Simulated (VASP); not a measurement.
VASP inputs for SiGe (wurtzite)

INCAR

```
EDIFFG = -5E-3
ISMEAR = -1
NSW = 40
GGA = CA
EDIFF = 1E-7
IBRION = 2
PREC = Accurate
NBANDS = 26
ENCUT = 600
LWAVE = .FALSE.
LASPH = .TRUE.
LREAL = .FALSE.
LCHARG = .FALSE.
SIGMA = 0.02
ISIF = 3
NELM = 120
```

KPOINTS

```
KPOINTS created by Atomic Simulation Environment
0
Gamma
6 6 4
0 0 0
```

POSCAR

```
Ge Si
 1.0000000000000000
     3.9432188569697613   -0.0000000000000000    0.0000000000000000
    -1.9716094284848806    3.4149277028176499   -0.0000000000000000
    -0.0000000000000000    0.0000000000000000    6.5103168342645557
 Ge  Si
   2   2
Cartesian
 -0.0000000000000000  2.2766184685450996  0.0025770342133624
  1.9716094284848804  1.1383092342725498  3.2577354513456407
 -0.0000000000000000  2.2766184685450996  2.4387917786358453
  1.9716094284848804  1.1383092342725498  5.6939501957681244
```

VASP ran with the recommended LDA PAW datasets (36 valence electrons in the cell).

Problem. Predict the results.

Solution. relaxed cell vector lengths 3.874, 3.874, 6.390 Å; relaxed cell volume 83.07 Å³.
